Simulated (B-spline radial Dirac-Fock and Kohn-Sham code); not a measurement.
## Ionisation energies of mercury ions, computed and tabulated

Method: Dirac-Fock ΔSCF + Breit + QED. Computed with a radial finite-basis atomic code. Each value is the difference of the configuration-average energies of two neighbouring ions in their tabulated ground configurations. Correlation and solid-state effects are left out. NIST's values refer to the lowest levels; many for high charge states are themselves semi-empirical or theoretical. Where a p, d or f shell is open in either ion the computed value averages over both j values and all terms, while the table refers to the lowest levels; that difference holds spin-orbit splitting (largest in heavy or highly charged ions), term energies where several electrons share open shells, and correlation, and it can reach 10 % or more.

| ion | configuration | computed (eV) | NIST (eV) | kind | NIST − computed (eV) |
| --- | --- | --- | --- | --- | --- |
| Hg¹⁴⁺ | [Kr] 4d10 4f14 5s2 5p4 | 329.4 | 332 ± 16 | theoretical | +2.56 |
| Hg¹⁵⁺ | [Kr] 4d10 4f14 5s2 5p3 | 353.6 | 357 ± 17 | theoretical | +3.40 |
| Hg¹⁶⁺ | [Kr] 4d10 4f14 5s2 5p2 | 378.1 | 402 ± 20 | theoretical | +23.86 |
| Hg¹⁷⁺ | [Kr] 4d10 4f14 5s2 5p1 | 403.1 | 429 ± 21 | theoretical | +25.95 |
| Hg²¹⁺ | [Kr] 4d10 4f13 | 618.5 | 590 ± 30 | theoretical | -28.50 |
| Hg²²⁺ | [Kr] 4d10 4f12 | 665.5 | 650 ± 30 | theoretical | -15.53 |
| Hg²³⁺ | [Kr] 4d10 4f11 | 713.7 | 710 ± 40 | theoretical | -3.74 |
| Hg²⁴⁺ | [Kr] 4d10 4f10 | 763.1 | 760 ± 40 | theoretical | -3.13 |
| Hg²⁵⁺ | [Kr] 4d10 4f9 | 813.7 | 820 ± 40 | theoretical | +6.32 |
| Hg²⁶⁺ | [Kr] 4d10 4f8 | 865.4 | 880 ± 40 | theoretical | +14.64 |
| Hg²⁷⁺ | [Kr] 4d10 4f7 | 918.2 | 930 ± 50 | theoretical | +11.83 |
| Hg²⁸⁺ | [Kr] 4d10 4f6 | 972.1 | 990 ± 50 | theoretical | +17.90 |
| Hg²⁹⁺ | [Kr] 4d10 4f5 | 1027.1 | 1050 ± 50 | theoretical | +22.87 |
| Hg³⁰⁺ | [Kr] 4d10 4f4 | 1083.2 | 1110 ± 60 | theoretical | +26.75 |
| Hg³¹⁺ | [Kr] 4d10 4f3 | 1140.5 | 1160 ± 60 | theoretical | +19.54 |
| Hg³²⁺ | [Kr] 4d10 4f2 | 1198.7 | 1220 ± 60 | theoretical | +21.26 |
